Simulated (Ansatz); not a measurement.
# Sn: stress in a strained cell

Sn is deformed so: equal xy, yz and zx engineering shear strains of +3 %. What stress and forces result, by LAPW, PAW and all-electron datasets made for the crystal?

Method: DFT PBE, scalar-relativistic, in Ansatz 0.2.0.

## 1. The structure to begin with

Symmetry: I4_1/amd, No. 141, tetragonal system. The conventional cell has a = 5.832 Å, b = 5.832 Å, c = 3.181 Å, α = 90.00°, β = 90.00°, γ = 90.00°. Sn (site symmetry -4m2) is surrounded by 6 Sn at 3.02 to 3.18 Å.

Coordinates:

```
Sn
1.0
    -2.91585    2.91585    1.59065
     2.91585   -2.91585    1.59065
     2.91585    2.91585   -1.59065
Sn
2
Direct
  0.00000 0.00000 0.00000
  0.75000 0.25000 0.50000
```

Atoms are numbered in the order of the input: Sn1, Sn2.

## 2. The deformed structure

Space group I4_1/amd before, C2/c after.

## 3. All-electron LAPW

Contents of input.yaml:

```yaml
crystal:
  lattice:
    - [-2.8482525, 2.895972, 1.59065]
    - [2.895972, -2.8482525, 1.59065]
    - [2.935728, 2.935728, -1.5031745]
  atoms:
    - { symbol: Sn, position: [0.0, 0.0, 0.0] }
    - { symbol: Sn, position: [0.75, 0.25, 0.5] }
kpoints:
  mp_grid: { grid: [15, 15, 15] }
  band_path:
    path:
      - [0.0, 0.0, 0.0]
      - [-0.5, 0.5, 0.0]
      - [-0.5, 0.5, -0.5]
      - [0.0, 0.0, -0.5]
      - [0.0, 0.0, 0.0]
      - [0.0, 0.5, -0.5]
      - [0.0, 0.0, 0.0]
      - [0.0, 0.5, 0.0]
    npoints: 5
scf:
  occupations: { method: fermi_dirac, width: 0.05 }
hamiltonian:
  xc: pbe
  pseudopotentials: { kind: all_electron, lapw: { basis_error: 0.0005 } }
output:
  forces: true
  stress: true
  eigenvalues: true
```

Started as:

```console
$ ansatz run input.yaml --threads 1 --pin off --max-ram 3072MiB --backend cpu --events-out ev --progress --plain --runs-dir out
```

The program printed (excerpt; [...] marks lines left out):

```text
LAPW: plane waves up to 7.824 Å⁻¹, error target 5.0e-4 eV per atom; small_component_spin mean_spin; Sn in spheres of 1.500 Å, 22 of its electrons in bands, Dirac shells []
[...]
Pseudopotentials: kind: all_electron
Pseudopotential: Sn, LAPW, valence charge 22, Koelling and Harmon's equation, gaussian nucleus
Functional definition: PBE
[...]
Crystal: 2 atoms, lattice volume = 54.060 Å³
Basis set: ecut = 233.20102982812327 eV, 435 PW (Γ), FFT grids on a1+a2, a2, a3, exchange–correlation at level 2
Bands: 27, of which v1, the nominal top of the filled ones, is band 22 counted from 1 (21 counted from 0)
Symmetry: 4 space group operations
Space group: C2/c (ITA 15), of the structure as read, at distance tolerance 3.8e-5 Å
k-points: 904 of 3375
[...]
SCF iter   1: F=—  HF=-336178.773543 eV  |F-HF|=—  |Δ(HF+E_count)|=         —  Δρ=9.86e-3  dr2=3.61e-2  ethr=8.17e-5  ⟨swp⟩=3.0  Hψ=167480  notcnv=0
[...]
SCF iter   8: F=-336178.756761 eV  HF=-336178.756761 eV  |F-HF|=1.73e-8  |Δ(HF+E_count)|=   3.58e-7  Δρ=1.37e-5  dr2=9.95e-8  ethr=2.08e-9  ⟨swp⟩=2.0  Hψ=70549  notcnv=0
[...]
NSCF: frozen V_eff on 36 k-points
SCF converged after 8 iterations
Free energy (F): -336178.756761 eV
[...]
E sigma→0 (E₀):  -336178.752703 eV
Entropy (-TS):   -0.008116 eV (-4.058 meV/atom)
Fermi energy:    13.763033 eV
[...]
--- Forces (eV/Å), atoms counted from 1 ---
  atom   1  Sn    -0.06600859     0.06600859    -0.00000000
  atom   2  Sn     0.06600859    -0.06600859     0.00000000
[...]
--- Stress (GPa, compression-positive) ---
        3.053194      -0.678545      -0.792694
       -0.678545       3.053194      -0.792694
       -0.792694      -0.792694       2.115956
  P = ⅓ Tr σ = 2.7408 GPa (27.408 kbar)
--- Band table (eV; the first three rows and the last of 904) ---
  k-point 0: bands = ["-115.6414", "-115.6405", "-71.4341", "-71.4338", "-71.4239", "-71.4228", "-71.4165", "-71.4150", "-7.9096", "-7.8209", "-7.7829", "-7.7644", "-7.6174", "-7.6164", "-7.6074", "-7.6056", "-7.5189", "-7.4075", "2.5978", "10.1481", "11.5709", "11.9977", "16.7505", [...]
[...]
```

Wall time 4.7 min (1 thread of Arm Neoverse V1, shared host); peak memory 2.3 GiB.

This run gives: pressure 2.74 GPa; no gap; largest force 0.093 eV/Å.

## 4. PAW with frozen cores

Contents of input.yaml:

```yaml
crystal:
  lattice:
    - [-2.8482525, 2.895972, 1.59065]
    - [2.895972, -2.8482525, 1.59065]
    - [2.935728, 2.935728, -1.5031745]
  atoms:
    - { symbol: Sn, position: [0.0, 0.0, 0.0] }
    - { symbol: Sn, position: [0.75, 0.25, 0.5] }
kpoints:
  mp_grid: { grid: [15, 15, 15] }
scf:
  occupations: { method: fermi_dirac, width: 0.05 }
hamiltonian:
  xc: pbe
  pseudopotentials: { kind: paw }
output:
  forces: true
  stress: true
  eigenvalues: true
  efg: { contact_densities: true }
  write_density: true
  write_potential: true
  elf: true
  volumetric_format: npy
```

Started as:

```console
$ ansatz run input.yaml --threads 1 --pin off --max-ram 3072MiB --backend cpu --events-out ev --progress --plain --runs-dir out
```

The program printed (excerpt; [...] marks lines left out):

```text
Sn: output.efg is read without spin–orbit coupling, which moves field gradients at and beside such atoms by some per cent and up to a factor of two; PAW files take it under magnetization.noncollinear and magnetization.spin_orbit
[...]
Pseudopotentials: kind: paw
Pseudopotential: Sn, paw, valence charge 14, recommended cutoff 420 eV (normal)
[... 1 set-up line as earlier in the session ...]
[...]
Crystal: 2 atoms, lattice volume = 54.060 Å³
Basis set: ecut = 420 eV, 1069 PW (Γ), exchange–correlation on 60×60×60 points (8 copies of the dense FFT grid, shifted against one another)
Bands: 18, of which v1, the nominal top of the filled ones, is band 14 counted from 1 (13 counted from 0)
[... 2 set-up lines as earlier in the session ...]
k-points: 904 of 3375
[...]
  atom   1  Sn    -0.06615079     0.06615079    -0.00000000
  atom   2  Sn     0.06615079    -0.06615079     0.00000000
[...]
--- Stress (GPa, compression-positive) ---
        3.052406      -0.678542      -0.792705
       -0.678542       3.052406      -0.792705
       -0.792705      -0.792705       2.114784
  P = ⅓ Tr σ = 2.7399 GPa (27.399 kbar)
--- PAW observables at the nuclei: V_zz in 10²¹ V/m², potentials from the cell's mean, atoms counted from 1 ---
  atom   1  Sn V_zz =    +4.606237   η = 0.0015   by run symmetry: allowed
            electrostatic potential = -8174.633753 V   contact ρ = 1236407.737655 e/Å³
  atom   2  Sn V_zz =    +4.606237   η = 0.0015   by run symmetry: allowed
            electrostatic potential = -8174.633753 V   contact ρ = 1236407.737655 e/Å³
--- Band table (eV; the first three rows and the last of 904) ---
  k-point 0: bands = ["-10.8625", "-10.7760", "-10.7357", "-10.7194", "-10.5718", "-10.5706", "-10.5617", "-10.5599", "-10.4715", "-10.3601", "-0.3593", "7.1909", "8.6140", "9.0408", "13.7942", "17.0197", "17.1327", "17.6235"]
[...]
```

Run time: 66 s. Hardware: 1 thread of Arm Neoverse V1, shared host; peak memory 0.89 GiB.

This run gives: pressure 2.74 GPa; no gap; largest force 0.094 eV/Å; Vzz Sn1 4.61 (η = 0.00) (10²¹ V/m²).

The fields are shown in the conventional cell of this run's space group, carried over from its grid by interpolation.

Density in a lattice plane of the grid's cell (edges 8.12 and 4.42 Å, at 0.000 of the third edge), which holds Sn.

Values in e/Å³, 6 rows by 12 columns:
```
 1.90  0.59  0.20  0.14  0.12  0.13  0.14  0.11  0.07  0.08  0.14  0.56
 0.14  0.20  0.57  1.84  0.54  0.15  0.08  0.07  0.11  0.14  0.13  0.12
 0.06  0.19  2.27 15.78  2.27  0.18  0.06  0.06  0.13  0.19  0.13  0.07
 0.14  0.20  0.57  1.84  0.54  0.15  0.08  0.07  0.11  0.14  0.13  0.12
 1.90  0.59  0.20  0.14  0.12  0.13  0.14  0.11  0.07  0.08  0.14  0.56
16.59  2.53  0.18  0.06  0.07  0.13  0.19  0.13  0.06  0.06  0.17  2.53
```
Columns run along the first of these edges and rows up along the second, over one cell in 12 and 6 even steps from the bottom left corner. Atoms in the plane (fractional): Sn at (0.00, 0.00), Sn at (0.25, 0.50).

ELF in the same plane.

Values, 6 rows by 12 columns:
```
0.25 0.34 0.49 0.34 0.29 0.34 0.35 0.24 0.13 0.19 0.38 0.33
0.34 0.48 0.34 0.25 0.33 0.38 0.19 0.13 0.24 0.35 0.34 0.30
0.10 0.35 0.21 0.00 0.21 0.36 0.10 0.12 0.33 0.42 0.34 0.13
0.34 0.48 0.34 0.25 0.33 0.38 0.19 0.13 0.24 0.35 0.34 0.30
0.25 0.34 0.49 0.34 0.29 0.34 0.35 0.24 0.13 0.19 0.38 0.33
0.00 0.21 0.37 0.11 0.12 0.33 0.42 0.33 0.11 0.10 0.37 0.21
```
Columns run along the first of these edges and rows up along the second, over one cell in 12 and 6 even steps from the bottom left corner. Atoms in the plane (fractional): Sn at (0.00, 0.00), Sn at (0.25, 0.50).

Both are smooth fields of the valence electrons: close to the nuclei they are not physical.

Maxima of ELF outside the ion cores: 0.54 on the Sn–Sn line, 1.5 Å from Sn.

## 5. Datasets made for this crystal

Edit input.yaml of step 4 so:

```diff
@@ -14,3 +14,3 @@
   xc: pbe
-  pseudopotentials: { kind: paw }
+  pseudopotentials: { kind: all_electron, datasets: crystal }
 output:
@@ -20,5 +20 @@
   efg: { contact_densities: true }
-  write_density: true
-  write_potential: true
-  elf: true
-  volumetric_format: npy
```

Started as:

```console
$ ansatz run input.yaml --threads 1 --pin off --max-ram 3072MiB --backend cpu --events-out ev --progress --plain --runs-dir out
```

The program printed (excerpt; [...] marks lines left out):

```text
[...]
band count auto-derived: 20 (N_el = 28.0; filled up to band 14; 18 by the electrons, moments and atoms)
Sn: output.efg is read without spin–orbit coupling, which moves field gradients at and beside such atoms by some per cent and up to a factor of two; PAW files take it under magnetization.noncollinear and magnetization.spin_orbit
[...]
[... 1 set-up line as earlier in the session ...]
Pseudopotential: Sn, paw, valence charge 14, recommended cutoff 240 eV (normal), Koelling and Harmon's equation, gaussian nucleus
[... 1 set-up line as earlier in the session ...]
[...]
Crystal: 2 atoms, lattice volume = 54.060 Å³
Basis set: ecut = 240 eV, 453 PW (Γ), exchange–correlation on 48×48×48 points (8 copies of the dense FFT grid, shifted against one another)
Bands: 20, of which v1, the nominal top of the filled ones, is band 14 counted from 1 (13 counted from 0)
[... 1 set-up line as earlier in the session ...]
[...]
  atom   1  Sn    -0.06605556     0.06605556    -0.00000000
  atom   2  Sn     0.06605556    -0.06605556     0.00000000
[...]
--- Stress (GPa, compression-positive) ---
        3.053909      -0.678585      -0.792803
       -0.678585       3.053909      -0.792803
       -0.792803      -0.792803       2.116352
  P = ⅓ Tr σ = 2.7414 GPa (27.414 kbar)
--- PAW observables at the nuclei: V_zz in 10²¹ V/m², potentials from the cell's mean, atoms counted from 1 ---
  atom   1  Sn V_zz =    +4.645429   η = 0.0044   by run symmetry: allowed
            electrostatic potential = -8174.582612 V   contact ρ = 1236319.829105 e/Å³
  atom   2  Sn V_zz =    +4.645429   η = 0.0044   by run symmetry: allowed
            electrostatic potential = -8174.582612 V   contact ρ = 1236319.829105 e/Å³
--- Band table (eV; the first three rows and the last of 904) ---
  k-point 0: bands = ["-7.9096", "-7.8204", "-7.7828", "-7.7639", "-7.6170", "-7.6159", "-7.6069", "-7.6052", "-7.5188", "-7.4074", "2.5978", "10.1483", "11.5709", "11.9977", "16.7505", "19.9752", "20.0879", "20.5801"]
[...]
```

It took 2.2 min on 1 thread of Arm Neoverse V1, shared host; peak memory 1.6 GiB.

This run gives: pressure 2.74 GPa; no gap; largest force 0.093 eV/Å; Vzz Sn1 4.65 (η = 0.00) (10²¹ V/m²).

## 6. Side by side

Stress (GPa, compression positive):

```csv
method,xx,yy,zz,yz,xz,xy
LAPW,3.05,3.05,2.12,-0.79,-0.79,-0.68
PAW,3.05,3.05,2.11,-0.79,-0.79,-0.68
crystal datasets,3.05,3.05,2.12,-0.79,-0.79,-0.68
```

Forces (eV/Å):

| atom | LAPW x | LAPW y | LAPW z | PAW x | PAW y | PAW z | crystal datasets x | crystal datasets y | crystal datasets z |
| --- | --- | --- | --- | --- | --- | --- | --- | --- | --- |
| Sn1 | -0.066 | 0.066 | 0.000 | -0.066 | 0.066 | 0.000 | -0.066 | 0.066 | 0.000 |
| Sn2 | 0.066 | -0.066 | 0.000 | 0.066 | -0.066 | 0.000 | 0.066 | -0.066 | 0.000 |

```
          method  pressure (GPa)  largest force (eV/Å)  Vzz Sn1 (10²¹ V/m²)  SCF cycles, all passes
            LAPW            2.74                 0.093                    –                       8
             PAW            2.74                 0.094                 4.61                       6
crystal datasets            2.74                 0.093                 4.65                       8
```

## 7. Outcome

```
                                 quantity                                           value
                                 pressure  LAPW 2.74, PAW 2.74, crystal datasets 2.74 GPa
largest shear or deviatoric stress (LAPW)                                        0.79 GPa
```

The largest part of the stress beyond the pressure is 0.79 GPa in size; the atoms are carried along and not relaxed. No run of the undeformed cell stands beside it, so the pressure holds what the given cell had before the change. PAW: stress within 0.01 GPa of LAPW, forces within 1 meV/Å. Crystal datasets: stress within 0.01 GPa of LAPW, forces within 1 meV/Å.
